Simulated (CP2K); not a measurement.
Crystal: C.

```xyz
8
Lattice="2.5221 0.0000 0.0000 -1.2611 2.1842 0.0000 0.0000 0.0000 8.2371" Properties=species:S:1:pos:R:3 pbc="T T T"
C     1.2611    0.7281    6.9501
C     0.0000    1.4561    2.8315
C     1.2611    0.7281    5.4056
C     0.0000    1.4561    1.2870
C     0.0000    0.0000    7.4649
C     0.0000    0.0000    3.3463
C     0.0000    0.0000    4.8908
C     0.0000    0.0000    0.7722
```

This is a hexagonal form of diamond, not graphite.

Program: CP2K 2026.2. Alike in all runs: task atomic charges; potentials or basis POTENTIAL_UZH C GTH-PBE-q4; DZVP-MOLOPT-PBE-GTH basis; no spin polarisation; cell as given; k mesh 9 × 9 × 3; smearing fermi-dirac 0.05 eV.

Problem. Order these runs on this cell by their pressure, lowest first.
A. level TASK
B. level WC
C. level PBE

Solution. B (1.4 GPa), C (4.3 GPa), A (10.5 GPa).

Caveats: the basis of atomic orbitals isn't converged, which shifts pressures, moduli and gaps; the potentials were made for another functional, which shifts forces and pressure (some runs).
